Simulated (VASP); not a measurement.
Runs of VASP 6.6.1 on InP. Symmetry: F-43m, No. 216, cubic system. The conventional cell has a = 5.861 Å, b = 5.861 Å, c = 5.861 Å, α = 90.00°, β = 90.00°, γ = 90.00°. In (site symmetry -43m) has 4 P at 2.54 Å as nearest neighbours. Around P (site symmetry -43m) lie 4 In at 2.54 Å. 

```csv
cell,target pressure,gap on the mesh (eV),pressure (GPa)
relaxed to 5 GPa,5 GPa,0.93,4.9
relaxed to 30 GPa,30 GPa,(a),30.0
relaxed to 10 GPa,10 GPa,1.18,9.9
relaxed to 2 GPa,2 GPa,(b),2.1
relaxed to 20 GPa,20 GPa,1.20,19.9
```

Alike in all rows: task relaxation of cell and atoms; level LDA; potentials or basis VASP PAW LDA potentials, release 64 (In_d, P); no spin polarisation; k mesh 8 × 8 × 8; cutoff (eV) 600; smearing fermi-dirac 0.05 eV.

Question: Fill in the values left out.

Answer: (a) 1.06; (b) 0.75.

Caveats: the cell is relaxed towards a set pressure, so the enthalpy falls and the energy may rise; spin-orbit coupling is left out, which moves the levels of the heavy elements.

A k mesh can miss the band edges, and the runs leave out spin-orbit coupling on In.

Runs at the PBE level aren't shown here.
